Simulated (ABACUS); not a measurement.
Wanted: the native input for an ABACUS 3.10.1 run.

- Task: band structure
- Functional: PBE
- Potentials or basis: PseudoDojo NC SR 0.5 PBE stringent
- Cutoff: 1143 eV
- Density cutoff: 4572 eV
- Basis: plane waves
- Occupations: fermi-dirac, width 0.05 eV
- Spin: collinear spin, ferromagnetic start
- Starting moments: [2.0] μB
- Radial cutoff of the potentials (pseudo_rcut): 10 bohr
- Threshold of the eigensolver: 1e-07 Ry
- Density: read from an earlier self-consistent run
- Path: G-H-N-G-P-H, P-N
- Points for each segment of the path: 10
- SCF threshold on the density: 1e-08
- Max SCF steps: 100
- Eigensolver: dav
- Mixing: broyden
- Mixing share: 0.4
- Symmetry key: -1

Crystal: V.

```
V
1.0
    -1.51435    1.51435    1.51435
     1.51435   -1.51435    1.51435
     1.51435    1.51435   -1.51435
V
1
Direct
  0.00000 0.00000 0.00000
```

The input as run:

INPUT

```
INPUT_PARAMETERS
suffix              V
calculation         nscf
basis_type          pw
pseudo_dir          ./
symmetry            -1
dft_functional      pbe
ecutwfc             84.0
pseudo_rcut         10
nspin               2
nbands              18
ks_solver           dav
smearing_method     fd
smearing_sigma      0.00367493
scf_thr             1e-08
scf_nmax            100
mixing_type         broyden
mixing_beta         0.4
init_chg            file
pw_diag_thr         1e-07
out_band            1
kpar                4
```

STRU

```
ATOMIC_SPECIES
V 50.9415 V.upf

LATTICE_CONSTANT
1.8897261246

LATTICE_VECTORS
-1.5143500000 1.5143500000 1.5143500000
1.5143500000 -1.5143500000 1.5143500000
1.5143500000 1.5143500000 -1.5143500000

ATOMIC_POSITIONS
Direct

V
0.0
1
0.0000000000 0.0000000000 0.0000000000 1 1 1 mag 2
```

KPT

```
K_POINTS
8
Line
0.00000000 0.00000000 0.00000000 10 // G
0.50000000 -0.50000000 0.50000000 10 // H
0.00000000 0.00000000 0.50000000 10 // N
0.00000000 0.00000000 0.00000000 10 // G
0.25000000 0.25000000 0.25000000 10 // P
0.50000000 -0.50000000 0.50000000 1 // H
0.25000000 0.25000000 0.25000000 10 // P
0.00000000 0.00000000 0.50000000 1 // N
```

Potentials or basis: PseudoDojo NC SR 0.5 PBE stringent, plane waves.

Command:

```sh
$ OMP_NUM_THREADS=1 mpirun -np 4 abacus > log
```

Run time: 4.9 s on 4 MPI ranks on Intel(R) Xeon(R) Platinum 8375C CPU @ 2.90GHz (Ice Lake) (shared host), peak memory 0.36 GiB a rank.
